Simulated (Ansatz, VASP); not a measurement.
Given: the input of a run of Ansatz 0.2.0 on Al.

The input input.yaml:

```yaml
crystal:
  lattice:
    - [-0.02045521, 1.97065405, 2.04383284]
    - [2.00265691, 0.00996627, 2.01341136]
    - [2.05929448, 1.99687013, -0.04667129]
  atoms:
    - { symbol: Al, position: [0.0, 0.0, 0.0] }
kpoints:
  mp_grid: { grid: [11, 11, 11] }
scf:
  occupations: { method: fermi_dirac, width: 0.05 }
hamiltonian:
  xc: pbe
  pseudopotentials: { kind: all_electron, lapw: { basis_error: 0.001 } }
output:
  forces: true
  stress: true
  eigenvalues: true
  populations: true
```

Potentials or basis: all-electron LAPW, scalar-relativistic.

Run with:

```console
$ ansatz run input.yaml --threads 1 --pin off --max-ram 3072MiB --backend cpu --events-out ev --progress --plain --runs-dir out
```

Task: Set up the same calculation for VASP 6.6.1. Potentials there: VASP PAW PBE potentials, release 64 (Al).

Result: As run (the cutoff follows the program's own potentials):

File INCAR:

```
SYSTEM = Al
PREC = Accurate
ENCUT = 520
EDIFF = 1E-7
ISMEAR = -1
SIGMA = 0.05
LREAL = .False.
LASPH = .True.
NELM = 100
ALGO = Fast
ISIF = 2
LWAVE = .False.
LCHARG = .True.
GGA = PE
LELF = .True.
LVHAR = .True.
NBANDS = 8
```

File KPOINTS:

```
regular mesh
0
Gamma
  11 11 11
  0 0 0
```

Contents of POSCAR:

```
Al
1.0
   -0.0204552100      1.9706540500      2.0438328400
    2.0026569100      0.0099662700      2.0134113600
    2.0592944800      1.9968701300     -0.0466712900
Al
1
Direct
    0.0000000000      0.0000000000      0.0000000000
```

Potentials or basis: VASP PAW PBE potentials, release 64 (Al).

The run is started by

```bash
$ cat potpaw_PBE.64/Al/POTCAR > POTCAR
$ mpirun -np 1 vasp_std > vasp.out
```

Both were run:

|  | VASP | Ansatz | Ansatz less VASP |
| --- | --- | --- | --- |
| gap on the k mesh at the Fermi level (eV) | none | none | - |
| pressure (GPa) | -0.1 | -0.1 | +0.03 |
| largest component of the traceless stress (GPa) | 1.29 | 1.30 | +0.003 |

A gap of «none» marks a metal or a gap that the smearing closes. Ansatz ran all-electron here, so the differences hold the error of VASP's frozen core and of both bases.
